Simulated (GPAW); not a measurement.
# TiB2 (P6/mmm) in GPAW: single point with LDA+U

Aim: the single point of TiB2 with LDA+U.

Everything below comes from runs of GPAW 26.7.0. Logs are shortened: lines on timing, memory, paths and dates and some standing lists are left out, and cuts for length are marked. The log counts tension as positive stress, the text compression.

**1. Starting point**

It takes space group P6/mmm (No. 191, hexagonal). Conventional cell: a = 3.029 Å, b = 3.029 Å, c = 3.228 Å, α = 90.00°, β = 90.00°, γ = 120.00°. Around Ti (site symmetry 6/mmm) lie 12 B at 2.38 Å. B (site symmetry -6m2) is surrounded by 3 B at 1.75 Å.

**2. Single point, LDA+U**

File run.py:

```python
from ase.dft.bandgap import bandgap
from ase.io import write
from ase.spacegroup import crystal
from ase.units import GPa
from gpaw import GPAW, PW

# Ti 1a
# B 2d
atoms = crystal(['Ti', 'B'],
                basis=[[0.0, 0.0, 0.0],
                       [0.6666666667, 0.3333333333, 0.5]],
                spacegroup=191, setting=1,  # P6/mmm
                cellpar=[3.0292, 3.0292, 3.2284, 90.0, 90.0, 120.0],
                primitive_cell=True)

calc = GPAW(mode=PW(550),
            xc='LDA',
            kpts={'size': (8, 8, 7), 'gamma': True},
            occupations={'name': 'fermi-dirac', 'width': 0.05},
            setups={'Ti': ':d,4.5'},
            nbands=20,
            maxiter=120,
            txt='gpaw.txt')
atoms.calc = calc
energy = atoms.get_potential_energy()
forces = atoms.get_forces()
stress = atoms.get_stress()
calc.write('gs.gpw')
write('result.traj', atoms)
print(f'Energy: {energy:.6f} eV')
print('Forces (eV/A):')
print(forces.round(4))
print('Stress (GPa):', (stress / GPa).round(3))
print('Fermi level:', round(calc.get_fermi_level(), 4), 'eV')
print(f'Gap: {bandgap(calc)[0]:.4f} eV, direct: {bandgap(calc, direct=True)[0]:.4f} eV')
```

Potentials or basis: the program's PAW data sets (release 1.2.1) made for this functional, pw.

Run with:

```
$ OMP_NUM_THREADS=1 python run.py
```

gpaw.txt:

```text
__  _  _
 | _ |_)|_||  |
 |__||  | ||/\| - 26.7.0

Input parameters:
  mode=PW(ecut=550.0),
  kpts=MonkhorstPack(size=(8, 8, 7), gamma=True),
  maxiter=120,
  nbands=20,
  occupations=Occupations(name='fermi-dirac', width=0.05),
  setups={'Ti': ':d,4.5'},
  xc=XC(name='LDA')

Diagonalizing LCAO Hamiltonian
Converting LCAO to pw mode

         B  B

       Ti

Atoms  # Å, Bohr magnetons
|   | symbol |         x |        y |        z |    initial magnetic moments |
|---|--------|-----------|----------|----------|-----------------------------|
| 0 |     Ti |  0.000000 | 0.000000 | 0.000000 | ( 0.0000,  0.0000,  0.0000) |
| 1 |      B |  1.514600 | 0.874455 | 1.614200 | ( 0.0000,  0.0000,  0.0000) |
| 2 |      B | -0.000000 | 1.748909 | 1.614200 | ( 0.0000,  0.0000,  0.0000) |

Unit cell  # Å
| periodic |         x |        y |        z |  lengths |     angles |
|----------|-----------|----------|----------|----------|------------|
|      yes |  3.029200 | 0.000000 | 0.000000 | 3.029200 |  90.000000 |
|      yes | -1.514600 | 2.623364 | 0.000000 | 3.029200 |  90.000000 |
|      yes |  0.000000 | 0.000000 | 3.228400 | 3.228400 | 120.000000 |

Number of symmetries: 24
Symmetry operations  # r_c * U_cc + t_c -> r_c
|    | kind |            matrix            |
|----|------|------------------------------|
|  0 |  σ   |  1, 1, 0,  0,-1, 0,  0, 0, 1 |
|  1 |  C2  |  1, 1, 0,  0,-1, 0,  0, 0,-1 |
|  2 |  C6  |  1, 1, 0, -1, 0, 0,  0, 0, 1 |
|  3 |  S6  |  1, 1, 0, -1, 0, 0,  0, 0,-1 |
|  4 |  E   |  1, 0, 0,  0, 1, 0,  0, 0, 1 |
|  5 |  σ   |  1, 0, 0,  0, 1, 0,  0, 0,-1 |
|  6 |  σ   |  1, 0, 0, -1,-1, 0,  0, 0, 1 |
|  7 |  C2  |  1, 0, 0, -1,-1, 0,  0, 0,-1 |
|  8 |  σ   |  0, 1, 0,  1, 0, 0,  0, 0, 1 |
|  9 |  C2  |  0, 1, 0,  1, 0, 0,  0, 0,-1 |
| 10 |  C3  |  0, 1, 0, -1,-1, 0,  0, 0, 1 |
| 11 |  S3  |  0, 1, 0, -1,-1, 0,  0, 0,-1 |
| 12 |  C6  |  0,-1, 0,  1, 1, 0,  0, 0, 1 |
| 13 |  S6  |  0,-1, 0,  1, 1, 0,  0, 0,-1 |
| 14 |  σ   |  0,-1, 0, -1, 0, 0,  0, 0, 1 |
| 15 |  C2  |  0,-1, 0, -1, 0, 0,  0, 0,-1 |
| 16 |  σ   | -1, 0, 0,  1, 1, 0,  0, 0, 1 |
| 17 |  C2  | -1, 0, 0,  1, 1, 0,  0, 0,-1 |
| 18 |  C2  | -1, 0, 0,  0,-1, 0,  0, 0, 1 |
| 19 |  i   | -1, 0, 0,  0,-1, 0,  0, 0,-1 |
| 20 |  C3  | -1,-1, 0,  1, 0, 0,  0, 0, 1 |
| 21 |  S3  | -1,-1, 0,  1, 0, 0,  0, 0,-1 |
| 22 |  σ   | -1,-1, 0,  0, 1, 0,  0, 0, 1 |
| 23 |  C2  | -1,-1, 0,  0, 1, 0,  0, 0,-1 |

BZ-sampling:
  Number of BZ points: 448
  Number of IBZ points: 40

  Monkhorst-Pack size: [8, 8, 7]
  Monkhorst-Pack shift: [0.0625, 0.0625, 0.0]

K-points  # in reciprocal-cell coordinates
|     |                                coordinates |     weight |
|-----|--------------------------------------------|------------|
|   0 | (  0.00000000,   0.00000000,   0.00000000) | 0.00223214 |
|   1 | (  0.00000000,   0.00000000,   0.14285714) | 0.00446429 |
|   2 | (  0.00000000,   0.00000000,   0.28571429) | 0.00446429 |
|   3 | (  0.00000000,   0.00000000,   0.42857143) | 0.00446429 |
|   4 | (  0.12500000,   0.00000000,   0.00000000) | 0.01339286 |
|   5 | (  0.12500000,   0.00000000,   0.14285714) | 0.02678571 |
|   6 | (  0.12500000,   0.00000000,   0.28571429) | 0.02678571 |
|   7 | (  0.12500000,   0.00000000,   0.42857143) | 0.02678571 |
|   8 | (  0.25000000,  -0.12500000,   0.00000000) | 0.01339286 |
|   9 | (  0.25000000,  -0.12500000,   0.14285714) | 0.02678571 |
| ... |                                            |            |
|  39 | (  0.50000000,   0.50000000,   0.42857143) | 0.01339286 |

Plane wave coefficients: 764
Cutoff: 550.0 eV

Spin-components: 1 (collinear spins)
Bands:           20
Projectors:      16
Spin-degeneracy: 2
Datatype:        complex128

Parallelization:
  kpt:    1
  domain: 1
  band:   1

Density:
  Valence electrons: 18.0
  Components: 1
  Grid points: [18 18 18]
  Charge: 0.0  # |e|

Potential:
  Grid points: [18 18 18]

species:
  Ti:
    name:    Titanium
    Z:       22.0
    valence: 12
    core:    10
    charge:  0.0  # [|e|]
    Hubbard: {U: 4.5,  # eV
              l: 2,
              scale: True}
    compensation charges:
      type: gauss
      rc: 0.38  # [Å]
      lmax: 2
    cutoffs:
      filter: 2.23  # [Å]
      core: 1.02  # [Å]
    projectors
    | kind |    occ | energy [eV] | rcut [Å] |
    |------|--------|-------------|----------|
    |   3s |  2.000 |     -62.257 |    1.270 |
    |   4s |  2.000 |      -4.593 |    1.270 |
    |   3p |  6.000 |     -38.791 |    1.058 |
    |   4p |  0.000 |      -1.536 |    1.058 |
    |   3d |  2.000 |      -4.463 |    1.058 |
    |    d |        |      22.748 |    1.058 |

    Using partial waves for Ti as LCAO basis

  B:
    name:    Boron
    Z:       5.0
    valence: 3
    core:    2
    charge:  0.0  # [|e|]
    compensation charges:
      type: gauss
      rc: 0.20  # [Å]
      lmax: 2
    cutoffs:
      filter: 1.14  # [Å]
      core: 1.42  # [Å]
    projectors
    | kind |    occ | energy [eV] | rcut [Å] |
    |------|--------|-------------|----------|
    |   2s |  2.000 |      -9.383 |    0.635 |
    |   2p |  1.000 |      -3.714 |    0.635 |
    |    s |        |      17.828 |    0.635 |
    |    p |        |      23.498 |    0.635 |
    |    d |        |       0.000 |    0.635 |

    Using partial waves for B as LCAO basis

Reference energy: -24499.177627  # eV

eigensolver:
  PPCG
  Converge bands: occupied
  niter=2

density mixing:
  MSR1-Mixer
  Pratt-step length: 0.05
  Maximum mixing coefficient: 0.75
  Old densities: 10
  SVD Regularization: 0.005
  Good broyden scale: 1.0
  Trust region scale: 1.0
  Backstep threshold: 4.0
  History deletion threshold: 6.0
  Fourier metric: weight=20.0, sigma=0.015

occupation numbers:
  Fermi-Dirac:
    width: 0.0500  # eV

poisson solver:
  ecut: 4400.0  # eV

xc functional:
  name: None

convergence criteria:
- Maximum [total energy] change in last 3 cyles: 0.0005 eV / valence electron
- Maximum integral of absolute [dens]ity change: 0.0001 electrons / valence electron
- Maximum integral of absolute [eigenst]ate change: 4e-08 eV^2 / valence electron
maximum number of iterations: 120

SCF iterations
|iter     | |      energy | eigst |  dens |
|---------|-|-------------|-------|-------|
|iter:   1| |  -24.992928 | +0.19 |       |
|iter:   2| |  -24.147648 | -2.32 | -0.84 |
|iter:   3| |  -22.105644 | -0.95 | -0.91 |
|iter:   4| |  -22.063544 | -2.47 | -1.65 |
|iter:   5| |  -22.072552 | -3.49 | -2.01 |
|iter:   6| |  -22.072116 | -3.99 | -2.49 |
|iter:   7| |  -22.072180c| -5.54 | -3.26 |
|iter:   8| |  -22.072188c| -6.83 | -3.88 |
|iter:   9| |  -22.072189c| -7.66c| -4.25c|

Converged in 9 steps
Energy contributions relative to reference atoms: (reference = -24499.177627)

Energy contributions:
  Kinetic:          17.225018
  Coulomb:         -16.106502
  Zero:              0.101883
  External:          0.000000
  Xc:              -23.292319
  Entropy:          -0.000536
  Spinorbit:         0.000000
  ----------------------------
  Free energy:     -22.072457
  Extrapolated:    -22.072189

dipole moment: (-4.874251, -8.442451, -10.389564)  # |e|*Ang

Fermi level: 11.836
Eigenvalues  # (at kpt = [0.000, 0.000, 0.000])
| band index |      eig [eV] | occ [0-2] |
|------------|---------------|-----------|
|          0 |       -46.124 |     2.000 |
|          1 |       -22.762 |     2.000 |
|          2 |       -22.424 |     2.000 |
|          3 |       -22.424 |     2.000 |
|          4 |        -1.989 |     2.000 |
|          5 |         8.978 |     2.000 |
[... 9 lines left out ...]
|         15 |        18.450 |     0.000 |
|         16 |        20.669 |     0.000 |
|        ... |               |           |
|         19 |        35.363 |     0.000 |

No gap
No difference between direct/indirect transitions

Forces  # eV/Ang
|        x |        y |       z |
|----------|----------|---------|
|  0.00000 |  0.00000 | 0.00000 |  # Ti   0
|  0.00000 | -0.00000 | 0.00000 |  # B    1
| -0.00000 |  0.00000 | 0.00000 |  # B    2

Stress tensor  # eV/Ang^3
|         x |         y |        z |
|-----------|-----------|----------|
|  0.036138 | -0.000000 | 0.000000 |
| -0.000000 |  0.036138 | 0.000000 |
|  0.000000 |  0.000000 | 0.029523 |

# Writing to gs.gpw (mode='')
```

Run time: 15 s. Hardware: 1 thread of Arm Neoverse V1, shared host; peak memory 0.14 GiB.

These settings aren't checked as converged: the numbers below hold their error.

Results:

| Item | Value |
| --- | --- |
| Free energy | -22.0725 eV |
| Pressure | -5.4 GPa |
| Band gap on the k mesh | none (metal or under the smearing width) |

Caveat: the cutoff is short for stress and forces, so pressures can be off by a GPa or more; U without spin polarisation on a metal has little footing; the U is typed as a test and isn't derived for this compound.
